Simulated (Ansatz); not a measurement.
**Al2Au in Ansatz: the effect of functional**

The system is Al2Au.

```
Au Al
1.0
     0.00000    3.05884    3.05884
     3.05884    0.00000    3.05884
     3.05884    3.05884    0.00000
Au Al
1 2
Cartesian
  0.0000 0.0000 0.0000
  4.5883 4.5883 4.5883
  1.5294 1.5294 1.5294
```

The cell isn't the ideal one: volume scaled by 1.06.

Alike in all runs:

| Quantity | Value |
| --- | --- |
| Program | Ansatz 0.2.0 |
| Task | single point |
| Potentials or basis | Ansatz PAW |
| k mesh | 8 × 8 × 8 |
| Occupations | fermi-dirac, width 0.05 eV |
| Spin | no spin polarisation |

```csv
functional,cutoff,pressure (GPa)
LDA,420 eV (not typed: the program's choice for these potentials),?
PBEsol,420 eV (not typed: the program's choice for these potentials),-5.7
r2SCAN,500 eV (not typed: the program's choice for these potentials),-5.6
```

Q: What does the run with functional LDA give?

A: Pressure -8.0 GPa.

Caveats: the PAW data sets come from PBE, with cores solved anew for the run's functional, which leaves a small shift of forces and pressure.

Runs at the PBE level aren't shown here.
